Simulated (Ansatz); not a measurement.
Set up this calculation in Ansatz 0.2.0, as the native input.

- Task: band structure
- Functional: PBE0
- Potentials or basis: Ansatz PAW
- Cutoff: 420 eV (not typed: the program's choice for these potentials)
- k mesh: 6 × 6 × 4
- Occupations: fermi-dirac, width 0.05 eV
- Spin: no spin polarisation
- Path: [["G", "X", "M", "G", "Z", "R", "A", "Z"], ["X", "R"], ["M", "A"]]
- Points for each segment of the path: 4

AlGaN2:

```
Ga Al N
1.0
     3.14088    0.00000    0.00000
     0.00000    3.14088    0.00000
     0.00000    0.00000    4.42384
Ga Al N
1 1 2
Direct
  0.00000 0.00000 0.00000
  0.50000 0.50000 0.50000
  0.00000 0.50000 0.26174
  0.50000 0.00000 0.73826
```

The cell comes from a database or a generator and needn't be the stable form of this composition.

The input as run:

input

```
crystal:
  lattice:
    - [3.1408770487, 0.0, 0.0]
    - [0.0, 3.1408770487, 0.0]
    - [0.0, 0.0, 4.42383794]
  atoms:
    - { symbol: Ga, position: [0.0, 0.0, 0.0] }
    - { symbol: Al, position: [0.5, 0.5, 0.5] }
    - { symbol: "N", position: [0.0, 0.5, 0.26173519] }
    - { symbol: "N", position: [0.5, 0.0, 0.73826481] }
hamiltonian:
  xc: pbe0
  pseudopotentials: { kind: paw }
kpoints:
  mp_grid: { grid: [6, 6, 4] }
  band_path:
    path:
      - [[0.0, 0.0, 0.0], [0.0, 0.5, 0.0], [0.5, 0.5, 0.0], [0.0, 0.0, 0.0], [0.0, 0.0, 0.5], [0.0, 0.5, 0.5], [0.5, 0.5, 0.5], [0.0, 0.0, 0.5]]
      - [[0.0, 0.5, 0.0], [0.0, 0.5, 0.5]]
      - [[0.5, 0.5, 0.0], [0.5, 0.5, 0.5]]
    npoints: 4
scf:
  occupations: { method: fermi_dirac, width: 0.05 }
  n_extra_bands: 10
output:
  forces: true
  stress: true
  eigenvalues: true
  fatbands: false
```

Results of the run:

```
Pressure                : -0.8 GPa
Largest force           : 0.128 eV/Å
Band gap on the k mesh  : 4.85 eV, direct
Band gap along the path : 4.85 eV, direct
```

Caveat: the pressure holds a Pulay correction of +0.4 GPa for the finite cutoff; the PAW data sets come from PBE, with cores solved anew for the run's functional, which leaves a small shift of forces and pressure; the thresholds are loose for stress.

Run time: 41 s on 1 × NVIDIA H100 80GB HBM3 with 2 threads of AMD EPYC 7R13 Processor (Zen 3) (shared host), peak memory 2.4 GiB.
